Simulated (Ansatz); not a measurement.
Te2Pt (Moncheite):

```xyz
3
Lattice="4.0100 0.0000 0.0000 -2.0050 3.4728 0.0000 0.0000 0.0000 5.2010" Properties=species:S:1:pos:R:3 pbc="T T T"
Pt    0.0000    0.0000    0.0000
Te    2.0050    1.1576    3.9007
Te    0.0000    2.3152    1.3002
```

| Property | Result |
| --- | --- |
| Program | Ansatz 0.2.0 |
| Task | relaxation of cell and atoms |
| Functional | PBE |
| Dispersion | D3(BJ) |
| Potentials or basis | Ansatz PAW |
| Cutoff | 420 eV (not typed: the program's choice for these potentials) |
| k mesh | 8 × 8 × 5 |
| Occupations | fermi-dirac, width 0.05 eV |
| Spin | no spin polarisation |

At the start: volume 24.14 Å³/atom.

**Question.** Where does the relaxation end?

**Answer.** It ends after 5 steps and the volume is 24.19 Å³/atom (+0.2 %); space group P-3m1 (No. 164, to 0.05 Å).

Step by step:
| step | energy change (eV) | largest force (eV/Å) | volume (Å³) |
| --- | --- | --- | --- |
| 1 | 0.0000 | 1.0237 | 72.43 |
| 2 | -0.0937 | 0.1107 | 72.90 |
| 3 | -0.0955 | 0.0187 | 72.56 |
| 4 | -0.0956 | 0.0026 | 72.56 |
| 5 | -0.0956 | 0.0025 | 72.56 |

Final structure:
```cif
data_structure
_symmetry_space_group_name_H-M 'P 1'
_symmetry_Int_Tables_number 1
_cell_length_a 4.0512
_cell_length_b 4.0512
_cell_length_c 5.1053
_cell_angle_alpha 90.000
_cell_angle_beta 90.000
_cell_angle_gamma 120.000
_cell_volume 72.56
loop_
_atom_site_label
_atom_site_type_symbol
_atom_site_fract_x
_atom_site_fract_y
_atom_site_fract_z
_atom_site_occupancy
Pt1 Pt 0.00000 0.00000 0.00000 1
Te1 Te 0.66667 0.33333 0.73320 1
Te2 Te 0.33333 0.66667 0.26680 1
```

Caveat: the plane-wave basis is chosen anew once the cell has moved, so the energies of steps on either side of that aren't comparable.
